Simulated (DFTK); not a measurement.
Runs of DFTK 0.8.2 on Ta. Symmetry: Im-3m, No. 229, cubic system. The conventional cell has a = 3.303 Å, b = 3.303 Å, c = 3.303 Å, α = 90.00°, β = 90.00°, γ = 90.00°. Around Ta (site symmetry m-3m) lie 8 Ta at 2.86 Å. 

```csv
task,level,potentials or basis,k mesh,cutoff (eV),valence electrons,mesh quality,gap on the mesh (eV),pressure (GPa),V0 of scaled cells (Å³/atom),B0 (GPa)
band structure,PBEsol,SPMS 1.0 (PBE),11 × 11 × 11,1225,Ta 13,not flagged,none,-3.8,-,-
band structure,LDA,"cp2k.nc.sr.lda.v0_1.semicore.gth (LDA, GTH)",11 × 11 × 11,1333,Ta 13,not flagged,none,-9.0,-,-
equation of state,PBEsol,SG15 1.2 (PBE),7 × 7 × 7,1225,Ta 27,coarse,-,-,17.74,219
band structure,PBEsol,SPMS 1.0 (PBE),11 × 11 × 11,816,Ta 13,not flagged,none,-3.8,-,-
equation of state,LDA,"cp2k.nc.sr.lda.v0_1.semicore.gth (LDA, GTH)",9 × 9 × 9,1333,Ta 13,not flagged,-,-,(a),202
equation of state,r2SCAN,"cp2k.nc.sr.pbe.v0_1.semicore.gth (PBE, GTH)",7 × 7 × 7,1878,Ta 13,coarse,-,-,(b),215
equation of state,PBEsol,dojo.nc.sr.pbesol.v0_4_1.standard.upf (PBEsol),11 × 11 × 11,952,Ta 13,not flagged,-,-,17.64,212
```

Alike in all rows: no spin polarisation; cell as given; smearing fermi-dirac 0.05 eV.

Fill in the values left out.

(a) 17.21; (b) 18.08.

Caveats: some runs use coarse meshes; the potentials were made for another functional, which shifts forces and pressure (some runs); GTH potentials come without recommended cutoffs, and this one wasn't checked for convergence (some runs); the program warned that the kinetic-energy density falls under its von Weizsäcker bound, which can give unphysical results (some runs).

A k mesh can miss the band edges, and the runs leave out spin-orbit coupling on Ta.

A gap of «none» marks a metal or a gap under the smearing width.

Not every run made on this cell is shown here.
